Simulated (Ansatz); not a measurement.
Input and command of a calculation in Ansatz (plane waves; scalar-relativistic PAW potentials unless the input names others):

```yaml
crystal:
  lattice:
    - [-3.4628971702, -3.4628971702, 0.0]
    - [-3.4628971702, 3.4628971702, 0.0]
    - [1.7314485851, 1.7314485851, -5.8672939477]
  atoms:
    - { symbol: Ta, position: [0.2498258004, 0.75, 0.9996516008] }
    - { symbol: Ta, position: [0.7498258004, 0.25, 0.9996516008] }
    - { symbol: Ta, position: [0.7498258004, 0.5, 0.4996516008] }
    - { symbol: Ta, position: [0.2498258004, 0.0, 0.4996516008] }
    - { symbol: As, position: [0.1675747796, 0.25, 0.8351495592] }
    - { symbol: As, position: [0.6675747796, 0.75, 0.8351495592] }
    - { symbol: As, position: [0.1675747796, 0.5, 0.3351495592] }
    - { symbol: As, position: [0.6675747796, 0.0, 0.3351495592] }
kpoints:
  mp_grid: { grid: [8, 8, 8] }
hamiltonian:
  xc: pbe
scf:
  occupations: { method: methfessel_paxton, width: 0.05 }
output:
  forces: true
  eigenvalues: true
  stress: true
```

```bash
ansatz run input.yaml --threads 1 --pin off --max-ram 2560MiB --backend cpu --events-out ev --progress --plain --runs-dir out
```

Abridged log:
```
Pseudopotentials: kind: paw
Pseudopotential: Ta, paw, valence charge 13, recommended cutoff 420 eV (normal)
Pseudopotential: As, paw, valence charge 15, recommended cutoff 420 eV (normal)
Functional definition: PBE
Crystal: 8 atoms, lattice volume = 140.717 Å³
Basis set: ecut = 420 eV, 2779 PW (Γ), exchange–correlation on 72×72×90 points (8 copies of the dense FFT grid, shifted against one another)
Bands: 68, of which v1, the nominal top of the filled ones, is band 56 counted from 1 (55 counted from 0)
Symmetry: 8 space group operations
Space group: I41md (ITA 109), of the structure as read, at distance tolerance 5.2e-5 Å
k-points: 105 of 512 (time reversal used)
Initial density: superposition of atomic densities (neutral atoms: chi_scale 0, normalization atom), corrected by the library's trained network
Initial wavefunctions: pseudopotential atomic-orbital guess
Functional: x = pbe(κ = 0.804, μ = 0.21951497), c = pbe(β = 0.06672455)
SCF iter   1: F=—  HF=-59157.915311 eV  |F-HF|=—  |Δ(HF+E_count)|=         —  Δρ=7.23e-3  dr2=6.36e-2  ethr=1.77e-3  ⟨swp⟩=5.9  Hψ=26553  notcnv=0  defer=48
SCF iter   2: F=—  HF=-59157.909805 eV  |F-HF|=—  |Δ(HF+E_count)|=   5.51e-3  S|Δr|=    0.00e0  Δρ=4.07e-3  dr2=1.81e-2  ethr=5.68e-5  ⟨swp⟩=1.5  Hψ=8380  notcnv=0  defer=181
SCF iter   3: F=—  HF=-59157.909660 eV  |F-HF|=—  |Δ(HF+E_count)|=   1.46e-4  S|Δr|=    0.00e0  Δρ=6.32e-4  dr2=4.38e-4  ethr=1.62e-5  ⟨swp⟩=3.0  Hψ=11973  notcnv=0  defer=33
automatic band count: iteration 3 solves 66 bands in place of 68: the levels show a gap, and the empty bands left out lie too high to hold charge; the band table lists the bands solved (type scf.n_extra_bands for more)
SCF iter   4: F=—  HF=-59157.909360 eV  |F-HF|=—  |Δ(HF+E_count)|=   3.00e-4  S|Δr|=    0.00e0  Δρ=2.71e-4  dr2=8.58e-5  ethr=3.91e-7  ⟨swp⟩=2.0  Hψ=11969  notcnv=0  defer=33
SCF iter   5: F=—  HF=-59157.909340 eV  |F-HF|=—  |Δ(HF+E_count)|=   1.95e-5  S|Δr|=    0.00e0  Δρ=4.03e-5  dr2=2.28e-6  ethr=7.66e-8  ⟨swp⟩=2.0  Hψ=8521  notcnv=0  defer=33
SCF iter   6: F=-59157.909340 eV  HF=-59157.909340 eV  |F-HF|=1.47e-8  |Δ(HF+E_count)|=   3.34e-7  S|Δr|=    0.00e0  Δρ=8.33e-6  dr2=9.88e-8  ethr=8.93e-11  ⟨swp⟩=7.7  Hψ=33324  notcnv=0
SCF 1 converged in 6 iterations: F = -59157.909340 eV  dr2 = 9.88e-8
SCF converged after 6 iterations
Stability not checked: this state was not tested for a lower state beside it, because cold or Methfessel-Paxton smearing, or corrected tetrahedra, fill the levels in a way that the test cannot read (fill_not_monotonic; see scf.lower_state_search)
Free energy (F): -59157.909340 eV
Harris-Foulkes:  -59157.909340 eV  (|F-HF|=1.47e-8)
Internal energy: -59157.909148 eV  (E = F + TS)
E sigma→0 (E₀):  -59157.909292 eV
Entropy (-TS):   -0.000192 eV (-0.024 meV/atom)
Fermi energy:    16.872460 eV
--- Forces (eV/Å), atoms counted from 1 ---
  atom   1  Ta     0.00000000     0.00000000     0.00025629
  atom   2  Ta     0.00000000     0.00000000     0.00025629
  atom   3  Ta     0.00000000     0.00000000     0.00025629
  atom   4  Ta     0.00000000     0.00000000     0.00025629
  atom   5  As     0.00000000     0.00000000    -0.00025078
  atom   6  As     0.00000000     0.00000000    -0.00025078
  atom   7  As     0.00000000     0.00000000    -0.00025078
  atom   8  As     0.00000000     0.00000000    -0.00025078
--- Stress (GPa, compression-positive) ---
       -0.001119      -0.000162       0.000000
       -0.000162      -0.001119       0.000000
        0.000000       0.000000      -0.014443
  P = ⅓ Tr σ = -0.0056 GPa (-0.056 kbar)
```

Apart from outputs, empty bands and the relaxation, which only the reference makes, the input differs from a reference run on usual settings in scf.occupations.method: "gaussian" → "methfessel_paxton"; scf.occupations.width: 0.1 → 0.05; basis.ecutwfc: 420 → not typed. The reference, at the same geometry, ended its own course with pressure 0.00 GPa, largest force 0.000 eV/Å, no gap on the mesh. This run converged in 6 SCF iterations with an energy at zero smearing 0.05 meV/atom above the reference's, pressure -0.01 GPa, largest force 0.000 eV/Å, no gap on the mesh.

The run took 57 s on 1 thread of Intel(R) Xeon(R) Platinum 8488C (Sapphire Rapids), on a shared host, peak memory 0.91 GiB.